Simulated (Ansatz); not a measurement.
What strain does to KF (rocksalt)

KF (rocksalt), relaxed with r2SCAN in the plane-wave code Ansatz. The symmetry is Fm-3m (No. 225, cubic); conventional cell a = 5.318 Å, 18.80 Å³ an atom. K has 6 F at 2.66 Å; F has 6 K at 2.66 Å.

The axes x, y and z are those of this cell:
```
K F
1.0
     0.00000    2.65896    2.65896
     2.65896    0.00000    2.65896
     2.65896    2.65896    0.00000
K F
1 1
Cartesian
  0.0000 0.0000 0.0000
  2.6590 2.6590 2.6590
```

Unstrained: PBE gives a direct gap of 6.259 eV at Γ. r2SCAN gives a direct gap of 6.908 eV at Γ. HSE06 gives a direct gap of 8.263 eV at Γ. Meshes: PBE 8×8×8, r2SCAN 8×8×8, HSE06 6×6×6. Strains are changes of length per length, and xy shears are angles. After each strain the atoms were relaxed again with r2SCAN within the symmetry that the strain leaves, so tilts or polar shifts that break it weren't tested; points keep the names that they have in the unstrained zone. Spin-unpolarised throughout; all numbers are computed.

Changes of the least gap in eV (an overlap counts as a negative gap):
```
                                                                   strain  volume change (%)  space group     PBE  r2SCAN   HSE06  G0W0@PBE (mesh)  energy rise, r2SCAN (meV/atom)
                              xy shear, engineering strain (angle) -2.5 %                0.0         Immm  -0.014  -0.012  -0.013            -0.01                             0.4
epitaxial -2.0 % in the plane normal to [111], free normal strain +2.06 %               -2.0         R-3m  +0.086  +0.091  +0.096            +0.08                             2.5
                                              uniaxial -4.0 % along [111]               -4.0         R-3m  +0.192  +0.200  +0.211            +0.19                             5.0
                                                  uniaxial -0.5 % along z               -0.5       I4/mmm  +0.021  +0.022  +0.024            +0.02                             0.1
                                         isotropic +3.0 % on every length               +9.3        Fm-3m  -0.451  -0.456  -0.487            -0.45                            14.9
```
Unstrained, G0W0@PBE with 156 empty bands, a screening cutoff of 150 eV and a 4×4×4 mesh gives 9.70 eV on its mesh; the band count follows the volume. The G0W0 figures hold for the stated bands, cutoff and mesh and aren't extrapolated.

Xy shear, engineering strain (angle) -2.5 %. HSE06: the gap goes from 8.263 to 8.250 eV (-0.013 eV); with r2SCAN the top three valence levels at Γ, degenerate before, become 1+1+1 from the top over 23 meV. Stress change with r2SCAN, compression positive: xx 0.00, yy 0.00, zz -0.01, xy +0.31 GPa.

Epitaxial -2.0 % in the plane normal to [111], free normal strain +2.06 %. HSE06: the gap goes from 8.263 to 8.359 eV (+0.096 eV); with r2SCAN the top three valence levels at Γ, degenerate before, become 2+1 from the top over 38 meV. Stress change with r2SCAN, compression positive: xx +0.71, yy +0.71, zz +0.71, xy -0.36, xz -0.36, yz -0.36 GPa.

Uniaxial -4.0 % along [111], other directions held. HSE06: the gap goes from 8.263 to 8.474 eV (+0.211 eV); with r2SCAN the top three valence levels at Γ, degenerate before, become 1+2 from the top over 34 meV. Stress change with r2SCAN, compression positive: xx +1.55, yy +1.55, zz +1.55, xy +0.28, xz +0.28, yz +0.28 GPa.

Uniaxial -0.5 % along z, other directions held. HSE06: the gap goes from 8.263 to 8.287 eV (+0.024 eV). Stress change with r2SCAN, compression positive: xx +0.07, yy +0.07, zz +0.40 GPa.

Isotropic +3.0 % on every length. HSE06: the gap goes from 8.263 to 7.776 eV (-0.487 eV). Stress change with r2SCAN, compression positive: xx -2.52, yy -2.52, zz -2.52 GPa. For HSE06, dE_g/d ln V = -5.5 eV over this step.

The meshes of the hybrids are coarse, so their gaps aren't converged to the digits shown.

The splittings at Γ are without spin-orbit coupling, which regroups them where it is of like size or larger.
